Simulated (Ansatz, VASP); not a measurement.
# KTaO3: VASP beside Ansatz

Aim: how closely do two programs agree when they are given the same cell, functional and k mesh? Of the first pair: The cell is a member of a volume series, scaled by 0.985 from a relaxed one, so a pressure remains. Valence electrons are named where the data sets of a main pair hold unlike numbers.

Method: plane waves, with VASP 6.6.1 beside it; single point at LDA, in Ansatz 0.2.0.

## (1) The structure

The structure is cubic, space group Pm-3m (No. 221). The conventional cell has a = 3.940 Å, b = 3.940 Å, c = 3.940 Å, α = 90.00°, β = 90.00°, γ = 90.00°. Nearest to Ta lie 6 O at 1.97 Å. Nearest to K lie 12 O at 2.79 Å. Nearest to O lie 2 Ta at 1.97 Å and 4 K at 2.79 Å. Farther neighbours and most contacts between anions are not listed.

As a file:

```cif
data_structure
_symmetry_space_group_name_H-M 'Pm-3m'
_symmetry_Int_Tables_number 221
_cell_length_a 3.9397
_cell_length_b 3.9397
_cell_length_c 3.9397
_cell_angle_alpha 90.000
_cell_angle_beta 90.000
_cell_angle_gamma 90.000
_cell_volume 61.15
loop_
_atom_site_label
_atom_site_type_symbol
_atom_site_symmetry_multiplicity
_atom_site_Wyckoff_symbol
_atom_site_fract_x
_atom_site_fract_y
_atom_site_fract_z
_atom_site_occupancy
Ta1 Ta 1 a 0.00000 0.00000 0.00000 1
K1 K 1 b 0.50000 0.50000 0.50000 1
O1 O 3 d 0.00000 0.00000 0.50000 1
```

## (2) VASP: single point, LDA, volume scaled by 0.985

A single point gives forces, pressure and levels at one fixed geometry, so differences don't come from the geometry; what else differs is listed under the comparison.

Lines of VASP's logs that name or quote its potential files are left out, and so is its time.

The input asks for a relaxation, which ended at its first step since no free force or stress exceeded the threshold; so it serves as a single point.

INCAR reads:

```
SYSTEM = KTaO3
PREC = Accurate
ENCUT = 560
EDIFF = 1E-06
NELM = 100
ISMEAR = 0
SIGMA = 0.03
LREAL = .FALSE.
ALGO = Normal
GGA = CA
NBANDS = 25
LASPH = .TRUE.
LORBIT = 11
LWAVE = .FALSE.
LCHARG = .FALSE.
KPAR = 8
IBRION = 2
NSW = 30
ISIF = 4
EDIFFG = -0.01
```

POSCAR reads:

```
KTaO3
1.0
    3.9396802967      0.0000000000      0.0000000000
    0.0000000000      3.9396802967      0.0000000000
    0.0000000000      0.0000000000      3.9396802967
Ta K O
1 1 3
Direct
    0.0000000000      0.0000000000      0.0000000000
    0.5000000000      0.5000000000      0.5000000000
    0.0000000000      0.0000000000      0.5000000000
    0.0000000000      0.5000000000      0.0000000000
    0.5000000000      0.0000000000      0.0000000000
```

KPOINTS reads:

```
Automatic mesh
0
Gamma
6 6 6
0 0 0
```

Potentials, in the order of the species: Ta_pv, K_sv and O (LDA family, release 64).

The run is started by

```console
$ mpirun -np 8 vasp_std
```

Numbers of over 12 decimals in the logs are rounded to 6 here.

What it wrote:

```text
[banner, memory and clock lines left out]
running    8 mpi-ranks, on    1 nodes
 distrk:  each k-point on    1 cores,    8 groups
 distr:  one band on    1 cores,    1 groups

 POSCAR found type information on POSCAR TaK O
 POSCAR found :  3 types and       5 ions
|                                                                             |
|           W    W    AA    RRRRR   N    N  II  N    N   GGGG   !!!           |
|           W    W   A  A   R    R  NN   N  II  NN   N  G    G  !!!           |
|           W    W  A    A  R    R  N N  N  II  N N  N  G       !!!           |
|           W WW W  AAAAAA  RRRRR   N  N N  II  N  N N  G  GGG   !            |
|           WW  WW  A    A  R   R   N   NN  II  N   NN  G    G                |
|           W    W  A    A  R    R  N    N  II  N    N   GGGG   !!!           |
|                                                                             |
|     For optimal performance we recommend to set                             |
|       NCORE = 2 up to number-of-cores-per-socket                            |
|     NCORE specifies how many cores store one orbital (NPAR=cpu/NCORE).      |
|     This setting can greatly improve the performance of VASP for DFT.       |
|     The default, NCORE=1 might be grossly inefficient on modern             |
|     multi-core architectures or massively parallel machines. Do your        |
|     Unfortunately you need to use the default for GW and RPA                |
|     calculations (for HF NCORE is supported but not extensively tested      |
|     yet).                                                                   |
|                                                                             |

 LDA part: xc-table for (Slater(with rela. corr.)+CA(PZ))
 , standard interpolation
 POSCAR, INCAR and KPOINTS ok, starting setup
 FFT: planning ... GRIDC
 FFT: planning ... GRID_SOFT
 FFT: planning ... GRID
 WAVECAR not read
 entering main loop
       N       E                     dE             d eps       ncg     rms          rms(c)
DAV:   1     0.349766411798E+03    0.34977E+03   -0.21666E+04  1000   0.162E+03
DAV:   2    -0.321426099013E+02   -0.38191E+03   -0.37047E+03  1184   0.455E+02
DAV:   3    -0.525243202175E+02   -0.20382E+02   -0.20298E+02  1356   0.102E+02
DAV:   4    -0.532445867172E+02   -0.72027E+00   -0.71952E+00  1693   0.133E+01
DAV:   5    -0.532511305012E+02   -0.65438E-02   -0.65430E-02  1324   0.108E+00    0.364E+01
DAV:   6    -0.453555893447E+02    0.78955E+01   -0.37847E+01  1265   0.428E+01    0.147E+01
DAV:   7    -0.451470603278E+02    0.20853E+00   -0.21839E+00  1300   0.953E+00    0.960E+00
DAV:   8    -0.450593526966E+02    0.87708E-01   -0.33637E-01  1317   0.486E+00    0.178E+00
DAV:   9    -0.450507072001E+02    0.86455E-02   -0.27956E-02  1296   0.126E+00    0.228E-01
DAV:  10    -0.450497026175E+02    0.10046E-02   -0.80551E-03  1389   0.627E-01    0.939E-02
DAV:  11    -0.450496502601E+02    0.52357E-04   -0.63226E-04  1345   0.181E-01    0.299E-02
DAV:  12    -0.450496521333E+02   -0.18732E-05   -0.32012E-05  1534   0.401E-02    0.665E-03
DAV:  13    -0.450496516127E+02    0.52069E-06   -0.25903E-06  1091   0.115E-02
   1 F= -.45049652E+02 E0= -.45049652E+02  d E =-.450497E+02
 curvature:   0.00 expect dE= 0.000E+00 dE for cont linesearch  0.000E+00
 trial: gam= 0.00000 g(F)=  0.000E+00 g(S)=  0.323E-32 ort = 0.000E+00 (trialstep = 0.100E+01)
 search vector abs. value=  0.100E-09
 reached required accuracy - stopping structural energy minimisation
```

Parts of OUTCAR (step 2):

```text
ion  position               nearest neighbor table
   1  0.000  0.000  0.000-   3 1.97   4 1.97   5 1.97   3 1.97   4 1.97   5 1.97   2 3.41   2 3.41
                             2 3.41   2 3.41   2 3.41   2 3.41   2 3.41   2 3.41
   2  0.500  0.500  0.500-   3 2.79   4 2.79   5 2.79   4 2.79   5 2.79   3 2.79   5 2.79   5 2.79
                             3 2.79   4 2.79   4 2.79   3 2.79   1 3.41   1 3.41   1 3.41   1 3.41
   3  0.000  0.000  0.500-   1 1.97   1 1.97   2 2.79   2 2.79   2 2.79   2 2.79
   4  0.000  0.500  0.000-   1 1.97   1 1.97   2 2.79   2 2.79   2 2.79   2 2.79
   5  0.500  0.000  0.000-   1 1.97   1 1.97   2 2.79   2 2.79   2 2.79   2 2.79

  LATTYP: Found a simple cubic cell.
 ALAT       =     3.9396802967

 Subroutine GETGRP returns: Found 48 space group operations
 (whereof 48 operations were pure point group operations)

The static configuration has the point symmetry O_h .

 Found     20 irreducible k-points:

   k-points           NKPTS =     20   k-points in BZ     NKDIM =     20   number of bands    NBANDS=     25

   dimension x,y,z NGX =    30 NGY =   30 NGZ =   30
   dimension x,y,z NGXF=    60 NGYF=   60 NGZF=   60

   ENCUT  =  560.0 eV  41.16 Ry    6.42 a.u.   7.60  7.60  7.60*2*pi/ulx,y,z

   NELECT =      38.0000    total number of electrons

 k-points in reciprocal lattice and weights: Automatic mesh
   0.00000000  0.00000000  0.00000000       0.005
   0.16666667  0.00000000  0.00000000       0.028
   0.33333333  0.00000000  0.00000000       0.028
   0.50000000  0.00000000  0.00000000       0.014
   0.16666667  0.16666667  0.00000000       0.056
   0.33333333  0.16666667  0.00000000       0.111
   0.50000000  0.16666667  0.00000000       0.056
   0.33333333  0.33333333  0.00000000       0.056
   0.50000000  0.33333333  0.00000000       0.056
[...]
0.50000000  0.50000000  0.33333333       0.028
   0.50000000  0.50000000  0.50000000       0.005

 average (electrostatic) potential at core
       1 -40.7755       2 -31.8861       3 -72.7555       4 -72.7555       5 -72.7555

 E-fermi :   1.9608

 k-point     1 :       0.0000    0.0000    0.0000
  band No.  band energies     occupation
    ...
     15       0.6466      2.00000
     16       0.6466      2.00000
     17       1.1800      2.00000
     18       1.1800      2.00000
     19       1.1800      2.00000
     20       3.8773      0.00000
     21       3.8773      0.00000
     22       3.8773      0.00000
     23       8.4572      0.00000
     24       8.9799      0.00000
    ...

 k-point     2 :       0.1667    0.0000    0.0000
  band No.  band energies     occupation
    ...
     15       0.2244      2.00000
     16       0.4442      2.00000
     17       0.5058      2.00000
     18       1.0589      2.00000
     19       1.0589      2.00000
     20       3.9213      0.00000
     21       4.7422      0.00000
     22       4.7422      0.00000
     23       8.9353      0.00000
     24       8.9987      0.00000
    ...

 k-point     3 :       0.3333    0.0000    0.0000
  band No.  band energies     occupation
    ...
     15      -0.3768      2.00000
     16      -0.2526      2.00000
     17       0.2443      2.00000
     18       0.9703      2.00000
     19       0.9703      2.00000
     20       4.0128      0.00000
     21       6.2220      0.00000
     22       6.2220      0.00000
     23       9.0182      0.00000
     24       9.9294      0.00000
    ...

  Total        1.3023770      1.3023770      1.3023770      0.0000000     -0.0000000      0.0000000
  in kB       34.1243489     34.1243489     34.1243489      0.0000000     -0.0000000      0.0000000
  external PRESSURE =      34.1243489 kB  Pullay stress =       0.0000000 kB

  energy-cutoff  :      560.00
  volume of cell :       61.15
      direct lattice vectors                 reciprocal lattice vectors
     3.939680297  0.000000000  0.000000000     0.253827703  0.000000000  0.000000000
     0.000000000  3.939680297  0.000000000     0.000000000  0.253827703  0.000000000
     0.000000000  0.000000000  3.939680297     0.000000000  0.000000000  0.253827703

 POSITION                                       TOTAL-FORCE (eV/Angst)
 -----------------------------------------------------------------------------------
      0.00000      0.00000      0.00000         0.000000      0.000000      0.000000
      1.96984      1.96984      1.96984         0.000000      0.000000      0.000000
      0.00000      0.00000      1.96984         0.000000      0.000000      0.000000
      0.00000      1.96984      0.00000         0.000000      0.000000      0.000000
      1.96984      0.00000      0.00000         0.000000      0.000000      0.000000
 -----------------------------------------------------------------------------------
    total drift:                                0.000000     -0.000000      0.000000

  FREE ENERGIE OF THE ION-ELECTRON SYSTEM (eV)
  ---------------------------------------------------
  free  energy   TOTEN  =       -45.0496516127 eV

  energy  without entropy=      -45.0496516127  energy(sigma->0) =      -45.04965161

 reached required accuracy - stopping structural energy minimisation

 total charge
# of ion       s       p       d       tot
------------------------------------------
    1        0.363   6.391   2.142   8.896
    2        1.961   5.587   0.055   7.603
    3        1.552   3.519   0.000   5.071
    4        1.552   3.519   0.000   5.071
    5        1.552   3.519   0.000   5.071
--------------------------------------------------
tot          6.979  22.537   2.197  31.713

[... 3 further parts left out ...]
```

CONTCAR:

```
KTaO3
   1.00000000000000
     3.9396802967000002    0.0000000000000000    0.0000000000000000
     0.0000000000000000    3.9396802967000002    0.0000000000000000
     0.0000000000000000    0.0000000000000000    3.9396802967000002
  Ta              K               O
     1     1     3
Direct
     0.0000000000000000    0.0000000000000000    0.0000000000000000
     0.5000000000000000    0.5000000000000000    0.5000000000000000
     0.0000000000000000    0.0000000000000000    0.5000000000000000
     0.0000000000000000    0.5000000000000000    0.0000000000000000
     0.5000000000000000    0.0000000000000000    0.0000000000000000
```

The gap is read on the k-mesh alone, so it is an upper bound where the band edges lie off the mesh. The run keeps the 48 symmetry operations of its start, so it cannot find a distortion of lower symmetry.

## (3) Ansatz: single point, LDA, volume scaled by 0.985

Ansatz runs on its default PAW (the set named soft_2) files.

The same cell, functional (in two slightly different forms), mesh and smearing now go to Ansatz, which takes its cutoff from its data sets.

input.yaml reads:

```yaml
crystal:
  lattice:
    - [3.9396803, 0.0, 0.0]
    - [0.0, 3.9396803, 0.0]
    - [0.0, 0.0, 3.9396803]
  atoms:
    - { symbol: Ta, position: [0.0, 0.0, 0.0] }
    - { symbol: K, position: [0.5, 0.5, 0.5] }
    - { symbol: O, position: [0.0, 0.0, 0.5] }
    - { symbol: O, position: [0.0, 0.5, 0.0] }
    - { symbol: O, position: [0.5, 0.0, 0.0] }
hamiltonian:
  xc: lda
  pseudopotentials: { kind: paw }
kpoints:
  mp_grid: { grid: [6, 6, 6] }
scf:
  occupations: { method: gaussian, width: 0.03 }
  n_extra_bands: 5
output:
  forces: true
  stress: true
  eigenvalues: true
```

The run is started by

```console
$ ansatz run input.yaml --threads 2 --pin off --max-ram 4608MiB --backend cpu --events-out ev --progress --plain --runs-dir out
```

What it wrote:

```text
scf.n_extra_bands = 5 over 20 filled bands (N_el = 40.0): the run solves 25 bands
Engine: ansatz 0.2.0, aarch64-unknown-linux-gnu
Pseudopotentials: kind: paw
Pseudopotential: Ta, paw, valence charge 13, recommended cutoff 420 eV (normal), Ta.paw.azcp
Pseudopotential: K, paw, valence charge 9, recommended cutoff 420 eV (normal), K.paw.azcp
Pseudopotential: O, paw, valence charge 6, recommended cutoff 420 eV (normal), O.paw.azcp
Functional definition: SPW92
  exchange = slater_x
  correlation = pw_c
Crystal: 5 atoms, lattice volume = 61.148 Å³
Basis set: ecut = 420 eV, 1213 PW (Γ)
Bands: 25, of which v1, the nominal top of the filled ones, is band 20 counted from 1 (19 counted from 0)
Symmetry: 48 space group operations
Space group: Pm-3m (ITA 221), of the structure as read, at distance tolerance 3.9e-5 Å
k-points: 20 of 216
Non-local potential: Ta, projectors of the file, l = 0: 3, l = 1: 2, l = 2: 2, l = 3: 1
Non-local potential: K, projectors of the file, l = 0: 3, l = 1: 2, l = 2: 2
Non-local potential: O, projectors of the file, l = 0: 2, l = 1: 2, l = 2: 1
PAW form: soft (Blöchl's): semilocal exchange-correlation on the pseudo side does not see the compensation charge
PAW frozen core: Ta, regenerated for the run's functional, and the local potential with it (the file was generated under x = pbe(κ = 0.804, μ = 0.219515), c = pbe(β = 0.066725))
PAW frozen core: K, regenerated for the run's functional, and the local potential with it (the file was generated under x = pbe(κ = 0.804, μ = 0.219515), c = pbe(β = 0.066725))
PAW frozen core: O, regenerated for the run's functional, and the local potential with it (the file was generated under x = pbe(κ = 0.804, μ = 0.219515), c = pbe(β = 0.066725))
PAW one-centre angular grid: Ta, 590 points (default); XC on 64 Gauss nodes
PAW one-centre angular grid: K, 110 points (default); XC on 64 Gauss nodes
PAW one-centre angular grid: O, 110 points (default); XC on 64 Gauss nodes
Initial density: superposition of atomic densities (neutral atoms: chi_scale 0, normalization atom), corrected by the library's trained network
Initial wavefunctions: pseudopotential atomic-orbital guess
Functional: x = slater, c = lda
SCF iter   1: F=—  HF=-12851.073067 eV  |F-HF|=—  |Δ(HF+E_count)|=         —  Δρ=1.98e-2  dr2=2.22e-1  ethr=1.77e-3  ⟨swp⟩=6.4  Hψ=2485  notcnv=0
preconditioner: auto → Resta (q_TF=auto, 2.542 Å⁻¹)  ε∞=4.9  [insulator: Δε(μ)=1.819 eV  Ē_g=13.217 eV  σ=0.030 eV  W_gap=1.00  n_scr=18 (ndim 8)  ℏωp=26.0 eV  f_vac=0.011  D(μ)=0.00/eV (n_scr^D=0)  ε∞_Penn≈4.9]
SCF iter   2: F=—  HF=-12851.023597 eV  |F-HF|=—  |Δ(HF+E_count)|=   4.95e-2  Δρ=6.48e-3  dr2=1.23e-2  ethr=5.55e-4  ⟨swp⟩=2.1  Hψ=933  notcnv=0  defer=20
SCF iter   3: F=—  HF=-12851.020358 eV  |F-HF|=—  |Δ(HF+E_count)|=   3.24e-3  Δρ=2.55e-3  dr2=2.12e-3  ethr=3.09e-5  ⟨swp⟩=2.0  Hψ=843  notcnv=0  defer=20
SCF iter   4: F=—  HF=-12851.019769 eV  |F-HF|=—  |Δ(HF+E_count)|=   5.89e-4  Δρ=3.50e-4  dr2=5.27e-5  ethr=5.30e-6  ⟨swp⟩=2.0  Hψ=540  notcnv=0  defer=20
SCF iter   5: F=—  HF=-12851.019775 eV  |F-HF|=—  |Δ(HF+E_count)|=   5.41e-6  Δρ=5.17e-5  dr2=1.78e-6  ethr=1.32e-7  ⟨swp⟩=2.5  Hψ=755  notcnv=0  defer=20
SCF iter   6: F=—  HF=-12851.019775 eV  |F-HF|=—  |Δ(HF+E_count)|=   3.55e-7  Δρ=1.07e-5  dr2=1.11e-7  ethr=2.50e-10  ⟨swp⟩=9.4  Hψ=2374  notcnv=0
SCF iter   7: F=-12851.019775 eV  HF=-12851.019775 eV  |F-HF|=3.67e-10  |Δ(HF+E_count)|=   2.31e-9  Δρ=2.40e-6  dr2=2.98e-9  ethr=2.50e-10  ⟨swp⟩=4.0  Hψ=1553  notcnv=0
SCF 1 converged in 7 iterations: F = -12851.019775 eV  dr2 = 2.98e-9
  greatest PAW one-centre occupation: 1.000 electrons in one spin orbital (limit 2), on the Ta atom at site 0 (counted from 0), in its partial waves of l = 0
SCF converged after 7 iterations
Free energy (F): -12851.019775 eV
Harris-Foulkes:  -12851.019775 eV  (|F-HF|=3.67e-10)
Internal energy: -12851.019775 eV  (E = F + TS)
E sigma→0 (E₀):  -12851.019775 eV
Fermi energy:    9.985894 eV
--- Per-component energies (eV) ---
  E_band       = -243.266943
  E_kinetic    = 1145.152138
  E_local      = -2182.666011  (includes V_loc(G=0)·N_el)
  E_nonlocal   = 185.540125
  E_hartree    = 758.852356
  E_xc         = -568.615451
  E_vxc        = -648.973048  (∫ρ·V_xc dr)
  E_paw        = -9333.941917  (= ΣΔE_a)
  E_vpaw       = -260.032728  (= ΣTr[D̂ρ^β])
  E_aug_tail   = 0.007400  (compensation charges beyond the density's cutoff)
  E_ewald      = -2856.155582
  E_core_change = 0.807167  (= ΣΔE_core)
  E_smearing   = -0.000000  (= −TS)
  E_closure    = -0.000000  (closes the sum)
  Σ components = -12851.019775   (vs F -12851.019775, Δ=0.00e0)
--- Forces (eV/Å), atoms counted from 1 ---
  atom   1  Ta     0.00000000     0.00000000     0.00000000
  atom   2  K      0.00000000     0.00000000    -0.00000000
  atom   3  O      0.00000000     0.00000000     0.00000000
  atom   4  O      0.00000000     0.00000000    -0.00000000
  atom   5  O     -0.00000000    -0.00000000    -0.00000000
  max |Σ_I F_I| component: 4.58e-29 eV/Å
--- Stress (GPa, compression-positive) ---
        2.080495       0.000000       0.000000
        0.000000       2.080495       0.000000
        0.000000       0.000000       2.080495
  P = ⅓ Tr σ = 2.0805 GPa (20.805 kbar)
--- Band table (eV; the first three rows and the last of 20) ---
  k-point 0: bands = [... 16 lower, 7.7867, 8.3200, 8.3200, 8.3200, 11.0595, 11.0595, 11.0595, 15.5848, ... 1 higher]
  k-point 1: bands = [... 16 lower, 7.5887, 7.6470, 8.1998, 8.1998, 11.1034, 11.9158, 11.9158, 16.0653, ... 1 higher]
  k-point 2: bands = [... 16 lower, 6.8921, 7.3876, 8.1099, 8.1099, 11.1946, 13.3868, 13.3868, 16.1995, ... 1 higher]
  k-point 19: bands = [... 16 lower, 4.8686, 8.9122, 8.9122, 8.9122, 15.6787, 15.6787, 15.6787, 17.7539, ... 1 higher]
```

The job ended after 2.3 s (2 threads of Arm Neoverse N1, shared host; peak memory 0.31 GiB; 4.1 s of CPU time).

The run ends at a pressure of 2.08 GPa.

## (4) Comparison

Known differences besides the potentials themselves: the two LDA forms differ slightly; the data sets hold 40 valence electrons in Ansatz (on its default PAW (the set named soft_2) files) and 38 in VASP; the cutoff is 420 eV in Ansatz and 560 eV in VASP; VASP's log shows a relativistic correction to its local exchange, Ansatz's none. Total energies have different zeros and are not compared.

Compared:

| quantity | Ansatz | VASP | difference |
| --- | --- | --- | --- |
| pressure (GPa) | 2.08 | 3.41 | -1.33 |
| pressure without Ansatz's Pulay correction (GPa) | 1.30 | 3.41 | -2.11 |
| gap on the k mesh (eV) | 2.147 | 2.092 | +0.055 |

A gap on the mesh is an upper bound, since the band edges may lie between its points; neither run holds spin-orbit coupling, which can move the band edges of a compound of Ta. Ansatz's pressure holds a Pulay correction of 0.78 GPa; VASP's holds none.

## (5) Further runs

Further runs change the set-up of one program: Ansatz's method, potentials or start, or VASP's data sets, cutoff or form of LDA. The table gives Ansatz less VASP for each quantity, since a change that brings one quantity closer may part another.

| run | pressure (GPa) | gap on the k mesh (eV) | pressure without Ansatz's Pulay correction (GPa) |
| --- | --- | --- | --- |
| as above | -1.3 | 0.055 | -2.1 |
| cores kept as stored | -1.4 | 0.054 | -2.1 |
| Ansatz's larger PAW set (cutoff 900 eV) | -1.2 | 0.059 | -1.3 |
| norm-conserving potentials (cutoff 1143 eV) | -3.6 | 0.071 |  |

(Continued in part 2 of 2.)

[Lines on the potential files, build, host, timing and source positions are cut from VASP's logs without a mark.]

[Logs are printed without paths, hosts, clocks, repeated set-up lines and the standing remarks that a program may print on its own settings, such as how far it seeks lower states.]

[Hosts, paths, dates, database ids (printed as entryN), source tags and the programs' standing remarks are cut or masked in the printed files.]
